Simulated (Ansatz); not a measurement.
The system is Gd.

```xyz
2
Lattice="3.6360 0.0000 0.0000 -1.8180 3.1489 0.0000 0.0000 0.0000 5.7826" Properties=species:S:1:pos:R:3 pbc="T T T"
Gd    1.8180    1.0496    4.3369
Gd    0.0000    2.0992    1.4457
```

Base run:

```yaml
Program: Ansatz 0.2.0
Functional: PBE
Potentials_or_basis: Ansatz PAW
Cutoff: "420 eV (not typed: the program's choice for these potentials)"
k_mesh: 7 × 7 × 4
Occupations: fermi-dirac, width 0.05 eV
Spin: collinear spin, ferromagnetic start
Starting_moments: "[14.0, 14.0] μB"
Fixed_moment: 28 μB
```

Its results: pressure 10.1 GPa; site moments Gd +12.60 μB.

**Question.** After a change of settings the same cell gave: pressure 3.5 GPa; site moments Gd +5.92 μB. Which change was it?
A. fixed moment from 28 μB to 10.5 μB; moments at the start from [14.0, 14.0] to [5.25, 5.25]
B. fixed moment from 28 μB to 7 μB; moments at the start from [14.0, 14.0] to [3.5, 3.5]
C. fixed moment from 28 μB to 14 μB; moments at the start from [14.0, 14.0] to [7.0, 7.0]

**Answer.** A.

Caveats: the total moment is fixed, so each spin has its own Fermi level; the thresholds are loose for stress.
